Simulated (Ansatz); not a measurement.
# Ag (Im-3m) in Ansatz: further runs

One crystal, Ag, is run at these levels: BLYP, r2SCAN; tasks: band structure.

Program: Ansatz 0.2.0. These are calculated values, not measurements. Logs are shortened: lines on timing, memory, paths and dates and some standing lists are left out, and cuts for length are marked.

## 1. The crystal as given

It takes space group Im-3m (No. 229, cubic). The conventional cell has a = 3.311 Å, b = 3.311 Å, c = 3.311 Å, α = 90.00°, β = 90.00°, γ = 90.00°. Ag (site symmetry m-3m) has 8 Ag at 2.87 Å as nearest neighbours.

This isn't the form of Ag at room conditions, which is fcc.

## 2. Band structure, BLYP

Input file input.yaml:

```yaml
crystal:
  lattice:
    - [-1.655654, 1.655654, 1.655654]
    - [1.655654, -1.655654, 1.655654]
    - [1.655654, 1.655654, -1.655654]
  atoms:
    - { symbol: Ag, position: [0.0, 0.0, 0.0] }
hamiltonian:
  xc: blyp
  pseudopotentials: { kind: paw }
kpoints:
  mp_grid: { grid: [11, 11, 11] }
  band_path:
    path:
      - [[0.0, 0.0, 0.0], [0.5, -0.5, 0.5], [0.0, 0.0, 0.5], [0.0, 0.0, 0.0], [0.25, 0.25, 0.25], [0.5, -0.5, 0.5]]
      - [[0.25, 0.25, 0.25], [0.0, 0.0, 0.5]]
    npoints: 14
scf:
  occupations: { method: fermi_dirac, width: 0.05 }
  n_extra_bands: 6
output:
  forces: true
  stress: true
  eigenvalues: true
  fatbands: false
```

Potentials or basis: Ansatz PAW.

Command:

```
$ ansatz run input.yaml --threads 2 --pin off --max-ram 5632MiB --backend cpu --events-out ev --progress --plain --runs-dir out
```

Output:

```text
Warning: RAYON_NUM_THREADS=2 ignored (pool sized by the plan → 2); use --threads N
scf.n_extra_bands = 6 over 10 filled bands (N_el = 19.0): the run solves 16 bands
Engine: ansatz 0.2.0, aarch64-unknown-linux-gnu
Pseudopotentials: kind: paw
Pseudopotential: Ag, paw, valence charge 19, recommended cutoff 420 eV (normal), Ag.paw.azcp
Functional definition: BLYP
  parameter beta = 0.0042
  parameter a = 0.04918
  parameter b = 0.132
  parameter c = 0.2533
  parameter d = 0.349
  exchange = b88_x(beta = beta)
  correlation = lyp_c(a = a, b = b, c = c, d = d)
Crystal: 1 atoms, lattice volume = 18.154 Å³
Basis set: ecut = 420 eV, 369 PW (Γ), exchange–correlation on 40×40×40 points (8 copies of the dense FFT grid, shifted against one another)
Bands: 16, of which v1, the nominal top of the filled ones, is band 10 counted from 1 (9 counted from 0)
Symmetry: 48 space group operations
Space group: Im-3m (ITA 229), of the structure as read, at distance tolerance 2.6e-5 Å
k-points: 56 of 1331
Non-local potential: Ag, projectors of the file, l = 0: 3, l = 1: 2, l = 2: 2, l = 3: 1
PAW form: soft (Blöchl's): semilocal exchange-correlation on the pseudo side does not see the compensation charge
PAW frozen core: Ag, regenerated for the run's functional, and the local potential with it (the file was generated under x = pbe(κ = 0.804, μ = 0.2195149727645171), c = pbe(β = 0.06672455060314922))
PAW one-centre angular grid: Ag, 590 points (default); XC on 64 Gauss nodes
Initial density: superposition of atomic densities (neutral atoms: chi_scale 0, normalization atom), corrected by the library's trained network
Initial wavefunctions: pseudopotential atomic-orbital guess
Functional: x = b88, c = lyp
SCF iter   1: F=—  HF=-7605.714032 eV  |F-HF|=—  |Δ(HF+E_count)|=         —  Δρ=6.05e-3  dr2=5.66e-3  ethr=1.77e-3  ⟨swp⟩=5.2  Hψ=4559  notcnv=0  defer=1
preconditioner: auto → none  [insulator: Δε(μ)=0.288 eV  Ē_g=19.368 eV  σ=0.050 eV  W_gap=0.61  n_scr=12 (ndim 8)  ℏωp=28.9 eV  f_vac=0.000  D(μ)=0.43/eV (n_scr^D=0)  ε∞_Penn≈3.2]
SCF iter   2: F=—  HF=-7605.714198 eV  |F-HF|=—  |Δ(HF+E_count)|=   1.66e-4  Δρ=3.59e-3  dr2=1.04e-3  ethr=2.98e-5  ⟨swp⟩=2.7  Hψ=1860  notcnv=0  defer=64
SCF iter   3: F=—  HF=-7605.714179 eV  |F-HF|=—  |Δ(HF+E_count)|=   1.94e-5  Δρ=1.54e-3  dr2=2.42e-4  ethr=5.50e-6  ⟨swp⟩=2.3  Hψ=1162  notcnv=0  defer=64
SCF iter   4: F=—  HF=-7605.714264 eV  |F-HF|=—  |Δ(HF+E_count)|=   8.47e-5  Δρ=6.72e-4  dr2=4.99e-5  ethr=1.27e-6  ⟨swp⟩=1.2  Hψ=809  notcnv=0  defer=64
SCF iter   5: F=—  HF=-7605.714294 eV  |F-HF|=—  |Δ(HF+E_count)|=   2.99e-5  Δρ=1.43e-4  dr2=2.34e-6  ethr=2.63e-7  ⟨swp⟩=2.4  Hψ=1094  notcnv=0  defer=64
SCF iter   6: F=-7605.714295 eV  HF=-7605.714295 eV  |F-HF|=6.32e-9  |Δ(HF+E_count)|=   9.98e-7  Δρ=1.58e-5  dr2=3.10e-8  ethr=5.26e-10  ⟨swp⟩=5.5  Hψ=3729  notcnv=0
SCF 1 converged in 6 iterations: F = -7605.714295 eV  dr2 = 3.10e-8
NSCF: frozen V_eff on 86 k-points
SCF converged after 6 iterations
Free energy (F): -7605.714295 eV
Harris-Foulkes:  -7605.714295 eV  (|F-HF|=6.32e-9)
Internal energy: -7605.711088 eV  (E = F + TS)
E sigma→0 (E₀):  -7605.712691 eV
Entropy (-TS):   -0.003207 eV (-3.207 meV/atom)
Fermi energy:    16.488211 eV
--- Per-component energies (eV) ---
  E_band       = -248.777528
  E_kinetic    = 528.050393
  E_local      = -2291.425813  (includes V_loc(G=0)·N_el)
  E_nonlocal   = 77.986880
  E_hartree    = 1038.494833
  E_xc         = -182.535061
  E_vxc        = -231.369897  (∫ρ·V_xc dr)
  E_paw        = -3919.832660  (= ΣΔE_a)
  E_vpaw       = -409.001184  (= ΣTr[D̂ρ^β])
  E_aug_tail   = 0.000282  (compensation charges beyond the density's cutoff)
  E_ewald      = -2856.533643
  E_core_change = 0.083701  (= ΣΔE_core)
  E_smearing   = -0.003207  (= −TS)
  E_closure    = 0.000000  (closes the sum)
  Σ components = -7605.714295   (vs F -7605.714295, Δ=0.00e0)
--- Forces (eV/Å), atoms counted from 1 ---
  atom   1  Ag    -0.00000000     0.00000000     0.00000000
  max |Σ_I F_I| component: 9.86e-32 eV/Å
--- Stress (GPa, compression-positive) ---
        5.595495       0.000000       0.000000
        0.000000       5.595495      -0.000000
       -0.000000      -0.000000       5.595495
  P = ⅓ Tr σ = 5.5955 GPa (55.955 kbar)
--- Band table (eV; the first three rows and the last of 56) ---
  k-point 0: bands = ["-75.3839", "-38.7846", "-38.7846", "-38.7846", "9.1969", "11.6988", "11.6988", "11.6988", "12.9098", "12.9098", "34.3211", "34.3211", "34.3211", "39.2614", "39.2614", "39.2614"]
  k-point 1: bands = ["-75.3828", "-38.7953", "-38.7885", "-38.7845", "9.4547", "11.6403", "11.7119", "11.8408", "12.8490", "12.9140", "33.5430", "34.1800", "34.4742", "37.3931", "37.6654", "37.8747"]
  k-point 2: bands = ["-75.3798", "-38.8237", "-38.7990", "-38.7841", "10.1197", "11.4868", "11.8107", "12.2397", "12.7471", "12.9282", "30.7672", "33.1364", "34.8584", "35.4976", "36.3954", "37.5031"]
  k-point 55: bands = ["-75.3590", "-38.8862", "-38.8849", "-38.8849", "10.5077", "10.5276", "13.5089", "13.5089", "13.5618", "22.2746", "23.4536", "23.4536", "28.5354", "29.7853", "30.4318", "42.2072"]
```

It took 1 s on 2 threads of Arm Neoverse V1, shared host; peak memory 0.26 GiB.

Results:

| Property | Result |
| --- | --- |
| Free energy | -7605.7143 eV |
| Pressure | 5.6 GPa |
| Band gap on the k mesh | none (metal or under the smearing width) |

Levels at the corners of the path, in eV from the Fermi level:
```csv
point,band 7,band 8,band 9,band 10,band 11,band 12
Γ,-4.79,-4.79,-3.58,-3.58,17.83,17.83
H,-2.88,-2.88,-2.88,6.72,6.72,6.72
N,-3.64,-3.48,-2.66,0.20,3.70,13.22
Γ,-4.79,-4.79,-3.58,-3.58,17.83,17.83
P,-5.01,-3.45,-3.45,5.12,6.26,6.26
H,-2.88,-2.88,-2.88,6.72,6.72,6.72
P,-5.01,-3.45,-3.45,5.12,6.26,6.26
N,-3.64,-3.48,-2.66,0.20,3.70,13.22
```

Caveat: the PAW data sets come from PBE, with cores solved anew for the run's functional, which leaves a small shift of forces and pressure.

## 3. Band structure, r2SCAN

Changes to input.yaml since step 2:

```diff
@@ -8,3 +8,3 @@
 hamiltonian:
-  xc: blyp
+  xc: r2scan
   pseudopotentials: { kind: paw }
@@ -24,2 +24,2 @@
   eigenvalues: true
-  fatbands: false
+  fatbands: true
```

Potentials or basis: Ansatz PAW.

Command:

```
$ ansatz run input.yaml --threads 2 --pin off --max-ram 5632MiB --backend cpu --events-out ev --progress --plain --runs-dir out
```

Output:

```text
Warning: RAYON_NUM_THREADS=2 ignored (pool sized by the plan → 2); use --threads N
scf.n_extra_bands = 6 over 10 filled bands (N_el = 19.0): the run solves 16 bands
[... 2 set-up lines as earlier in the session ...]
Pseudopotential: Ag, paw, valence charge 19, recommended cutoff 500 eV (meta_gga), Ag.paw.azcp
Functional definition: r2SCAN
  parameter k0 = 0.174
  parameter k1 = 0.065
  parameter a1 = 4.9479
  exchange = r2scan_x(k0 = k0, k1 = k1, a1 = a1)
  correlation = r2scan_c
Crystal: 1 atoms, lattice volume = 18.154 Å³
Basis set: ecut = 500 eV, 459 PW (Γ), exchange–correlation on 96×96×96 points (64 copies of the dense FFT grid, shifted against one another)
Bands: 16, of which v1, the nominal top of the filled ones, is band 10 counted from 1 (9 counted from 0)
[... 2 set-up lines as earlier in the session ...]
k-points: 56 of 1331
[... 2 set-up lines as earlier in the session ...]
PAW frozen core: Ag, regenerated for the run's functional (the file was generated under x = pbe(κ = 0.804, μ = 0.2195149727645171), c = pbe(β = 0.06672455060314922))
PAW one-centre angular grid: Ag, 590 points (default); XC on 160 Gauss nodes
[... 2 set-up lines as earlier in the session ...]
Functional: x = r2scan, c = r2scan; τ floored in thin density (d = 2e-4 eV/Å³)
[... 8 lines left out ...]
NSCF: frozen V_eff on 86 k-points
SCF converged after 6 iterations
Free energy (F): -7603.914187 eV
Harris-Foulkes:  -7603.914187 eV  (|F-HF|=8.42e-10)
Internal energy: -7603.910986 eV  (E = F + TS)
E sigma→0 (E₀):  -7603.912587 eV
Entropy (-TS):   -0.003202 eV (-3.202 meV/atom)
Fermi energy:    15.981636 eV
--- Per-component energies (eV) ---
  E_band       = -277.004303
  E_kinetic    = 527.581213
  E_local      = -2295.593673  (includes V_loc(G=0)·N_el)
  E_nonlocal   = 81.491267
  E_hartree    = 1040.301118
  E_xc         = -178.062881
  E_vxc        = -262.345845  (∫ρ·V_xc dr)
  E_paw        = -3922.585152  (= ΣΔE_a)
  E_vpaw       = -427.650215  (= ΣTr[D̂ρ^β])
  E_aug_tail   = 0.000077  (compensation charges beyond the density's cutoff)
  E_vtau       = 18.910358  (kinetic-family band-sum trace: ∫τ·v_τ [+ j·A + Jᵃ·Aᵃ] dr)
  E_ewald      = -2856.533643
  E_core_change = -0.509311  (= ΣΔE_core)
  E_smearing   = -0.003202  (= −TS)
  E_closure    = -0.000000  (closes the sum)
  Σ components = -7603.914187   (vs F -7603.914187, Δ=0.00e0)
--- Forces (eV/Å), atoms counted from 1 ---
  atom   1  Ag    -0.00000000     0.00000000     0.00000000
  max |Σ_I F_I| component: 1.27e-31 eV/Å
--- Stress (GPa, compression-positive) ---
       -3.744882       0.000000       0.000000
       -0.000000      -3.744882       0.000000
        0.000000      -0.000000      -3.744882
  P = ⅓ Tr σ = -3.7449 GPa (-37.449 kbar)
--- Band table (eV; the first three rows and the last of 56) ---
  k-point 0: bands = ["-78.5305", "-41.0746", "-41.0746", "-41.0746", "8.5119", "10.9387", "10.9387", "10.9387", "12.1567", "12.1567", "34.1723", "34.1723", "34.1723", "39.9360", "39.9360", "39.9360"]
  k-point 1: bands = ["-78.5293", "-41.0856", "-41.0787", "-41.0745", "8.7773", "10.8785", "10.9519", "11.0830", "12.0946", "12.1610", "33.3803", "34.0296", "34.3270", "37.8531", "37.9724", "38.4134"]
  k-point 2: bands = ["-78.5262", "-41.1150", "-41.0894", "-41.0741", "9.4504", "10.7206", "11.0627", "11.4878", "11.9921", "12.1758", "30.6569", "33.0184", "34.7192", "35.9106", "36.6334", "37.7174"]
  k-point 55: bands = ["-78.5045", "-41.1794", "-41.1780", "-41.1780", "9.6860", "9.7068", "12.7683", "12.7683", "12.8212", "22.0727", "23.3000", "23.3000", "28.7036", "29.3606", "30.1627", "42.6559"]
```

Wall time 2.2 s (2 threads of Arm Neoverse V1, shared host); peak memory 0.32 GiB.

Results:

* Free energy: -7603.9142 eV
* Pressure: -3.7 GPa
* Band gap on the k mesh: none (metal or under the smearing width)

Levels at the corners of the path, in eV from the Fermi level:
```csv
point,band 6,band 7,band 8,band 9,band 10,band 11,band 12,band 13
Γ,-5.04,-5.04,-5.04,-3.82,-3.82,18.19,18.19,18.19
H,-6.34,-3.12,-3.12,-3.12,7.06,7.06,7.06,12.43
N,-5.75,-3.87,-3.72,-2.89,0.18,3.93,13.56,14.50
Γ,-5.04,-5.04,-5.04,-3.82,-3.82,18.19,18.19,18.19
P,-5.27,-5.27,-3.70,-3.70,5.64,6.38,6.38,6.38
H,-6.34,-3.12,-3.12,-3.12,7.06,7.06,7.06,12.43
P,-5.27,-5.27,-3.70,-3.70,5.64,6.38,6.38,6.38
N,-5.75,-3.87,-3.72,-2.89,0.18,3.93,13.56,14.50
```

Caveat: the PAW data sets come from PBE, with cores solved anew for the run's functional, which leaves a small shift of forces and pressure.
